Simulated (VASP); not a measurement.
An input for Ansatz (written as the equivalent of a VASP run, and not itself run):

Ansatz 0.2 input:
```yaml
crystal:
  lattice:
    - [0.0000000, 2.5226073, 2.5226073]
    - [2.5226073, 0.0000000, 2.5226073]
    - [2.5226073, 2.5226073, 0.0000000]
  atoms:
    - { symbol: In, position: [0.0000000, 0.0000000, 0.0000000] }
    - { symbol: N, position: [0.2500000, 0.2500000, 0.2500000] }
kpoints:
  mp_grid: { grid: [8, 8, 8] }
hamiltonian:
  xc: pbe
  pseudopotentials: { kind: paw }
scf:
  occupations: { method: gaussian, width: 0.05 }
  max_iter: 100
output: { forces: true, stress: true, eigenvalues: true }
```

Question: Translate this input to VASP (INCAR, KPOINTS, POSCAR, choice of POTCAR).

Answer: Several could match; the one computed here: 
**INCAR**
```
! general
SYSTEM   =  InN
PREC     =  Accurate
ENCUT    =  450
LREAL    =  .FALSE.   ! projection in real space or not
LASPH    =  .TRUE.   ! aspherical one-centre terms

! electronic loop
EDIFF    =  1E-6
NELM     =  100   ! most electronic steps
ALGO     =  Normal   ! blocked Davidson
LMAXMIX  =  4   ! l cut-off of mixed one-centre charges

! smearing
ISMEAR   =  0   ! Gaussian
SIGMA    =  0.05   ! width (eV)

! functional
GGA      =  PE

! output
LWAVE    =  .FALSE.
LCHARG   =  .TRUE.
```

**KPOINTS**
```
K-points
0
Gamma
 8 8 8
```

**POSCAR**
```
InN
3.5675050
  0.0000000000   0.7071068588   0.7071068588
  0.7071068588   0.0000000000   0.7071068588
  0.7071068588   0.7071068588   0.0000000000
In N
1 1
Cart
  0.0000000000   0.0000000000   0.0000000000
  0.3535534294   0.3535534294   0.3535534294
```

POTCAR, in this order: In_d N (PBE.64 set). Program: vasp_std.

The two are equivalent in intent, not identical: each code has its own PAW files, so the cut-off isn't converted (ENCUT is set for VASP's; basis.ecutwfc is left out, and Ansatz then takes the one that its files recommend); Ansatz stops its SCF on the density residual and VASP on the energy change (EDIFF).

The compound is InN in the zinc blende structure, a metastable form; wurtzite is the usual one. It was relaxed first.
